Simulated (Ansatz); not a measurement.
Be2C:

```
CELL_PARAMETERS angstrom
0.00000 2.16500 2.16500
2.16500 0.00000 2.16500
2.16500 2.16500 0.00000
ATOMIC_POSITIONS crystal
C 0.00000 0.00000 0.00000
Be 0.75000 0.75000 0.75000
Be 0.25000 0.25000 0.25000
```

Base run:

- Program: Ansatz 0.2.0
- Functional: PBEsol
- Potentials or basis: Ansatz PAW
- Cutoff: 420 eV (not typed: the program's choice for these potentials)
- k mesh: 11 × 11 × 11
- Occupations: fermi-dirac, width 0.05 eV
- Spin: no spin polarisation

Its results: band gap on the k mesh 1.17 eV, indirect (least direct gap 4.09 eV); pressure -2.7 GPa.

**Question.** The run is repeated on the same cell with these changes: functional from PBEsol to LDA. What comes out?

**Answer.** Band gap on the k mesh 1.28 eV, indirect (least direct gap 4.03 eV); pressure -8.7 GPa.

LDA binds more tightly than PBEsol, so the same cell stands under less pressure.

Caveats: the k mesh misses the band edges, so the gap on the mesh is wider than the one along the path; the PAW data sets come from PBE, with cores solved anew for the run's functional, which leaves a small shift of forces and pressure.
